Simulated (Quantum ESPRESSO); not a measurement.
Wanted: the native input for a Quantum ESPRESSO 7.5 run.

| Quantity | Value |
| --- | --- |
| Task | single point |
| Functional | PBE |
| Potentials or basis | SSSP 1.3 efficiency PBE |
| Cutoff | 748 eV |
| Density cutoff | 5987 eV |
| k mesh | 11 × 11 × 11 |
| Occupations | fermi-dirac, width 0.05 eV |
| Spin | no spin polarisation |
| Mixing beta | 0.5 |
| Most SCF iterations | 120 |
| SCF threshold | 8e-10 Ry |

The system is NbAs.

```xyz
4
Lattice="-1.7259 1.7259 5.8400 1.7259 -1.7259 5.8400 1.7259 1.7259 -5.8400" Properties=species:S:1:pos:R:3 pbc="T T T"
Nb    0.0000    1.7259    0.0000
Nb    0.0000    0.0000    8.7600
As    0.0000    1.7259    4.8589
As    0.0000    0.0000    1.9389
```

The input as run:

pw.in

```
&CONTROL
  calculation = 'scf'
  prefix = 'pwscf'
  outdir = './tmp'
  pseudo_dir = './pseudo'
  tprnfor = .true.
  tstress = .true.
  disk_io = 'nowf'
/
&SYSTEM
  ibrav = 0
  nat = 4
  ntyp = 2
  ecutwfc = 55
  ecutrho = 440
  nbnd = 26
  occupations = 'smearing'
  smearing = 'fd'
  degauss = 0.00367493
/
&ELECTRONS
  conv_thr = 8d-10
  electron_maxstep = 120
  mixing_beta = 0.5
/
ATOMIC_SPECIES
Nb    92.9064 Nb.pbe-spn-kjpaw_psl.0.3.0.UPF
As    74.9216 As.pbe-n-rrkjus_psl.0.2.UPF
CELL_PARAMETERS angstrom
  -1.7258500000    1.7258500000    5.8400000000
   1.7258500000   -1.7258500000    5.8400000000
   1.7258500000    1.7258500000   -5.8400000000
ATOMIC_POSITIONS crystal
Nb     0.5000000000    0.0000000000    0.5000000000
Nb     0.7500000000    0.7500000000    0.0000000000
As     0.9160000000    0.4160000000    0.5000000000
As     0.1660000000    0.1660000000    0.0000000000
K_POINTS automatic
11 11 11 0 0 0
```

Potentials or basis: SSSP 1.3 efficiency PBE.

The run is started by

```sh
$ OMP_NUM_THREADS=1 mpirun -n 2 pw.x -nk 2 -in pw.in > pw.out
```

It gave:

The pressure is 3.7 GPa and the largest force is 0.295 eV/Å. The band gap on the k mesh is 0.03 eV, indirect (least direct gap 0.08 eV).

Caveat: an odd mesh through Γ misses points on the zone boundary, where band edges often lie.

Run time: 4 min on 2 MPI ranks on Intel(R) Xeon(R) Platinum 8375C CPU @ 2.90GHz (Ice Lake), with other jobs on the host, peak memory 0.6 GiB a rank.
